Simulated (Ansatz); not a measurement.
Li₃N:
```
Li3N
1.0
    3.54324     0.00000     0.00000
   -1.77162     3.06854     0.00000
    0.00000     0.00000     3.78630
Li N
3 1
Direct
  0.00000   0.00000   0.50000
  0.33333   0.66667   0.00000
  0.66667   0.33333   0.00000
  0.00000   0.00000   0.00000
```

Relaxed with LDA. Special points in fractions of this cell's reciprocal vectors: Γ (0.000, 0.000, 0.000); M (0.500, 0.000, 0.000); K (0.333, 0.333, 0.000); A (0.000, 0.000, 0.500); L (0.500, 0.000, 0.500); H (0.333, 0.333, 0.500).

Q: List the band energies nearest the valence-band maximum at these points for DFT-LDA in the program Ansatz with PAW potentials.

A: In eV from the valence-band maximum; about four levels below and three above (degenerate sets whole), none deeper than 8.9 eV; points with the same levels are listed once.

```json
[
 {"k": "Γ", "below": "-1.73 -0.22 -0.22", "above": "1.34 7.42 7.42"},
 {"k": "M", "below": "-2.38 -1.35 -0.84", "above": "4.86 4.88 7.11"},
 {"k": "K", "below": "-2.05 -2.05 -0.73", "above": "5.49 5.49 7.77"},
 {"k": "A", "below": "-2.84 0.00 0.00", "above": "4.21 7.42 8.21 8.21"},
 {"k": "L", "below": "-1.42 -1.03 -0.67", "above": "1.09 6.20 8.08"},
 {"k": "H", "below": "-1.34 -1.34 -0.34", "above": "2.41 2.41 9.68"}
]
```

Space group P6/mmm. The LDA relaxation kept the symmetry of its start. At this level the phase is dynamically unstable (imaginary phonons).

Potentials: the later of the program's two PAW sets.
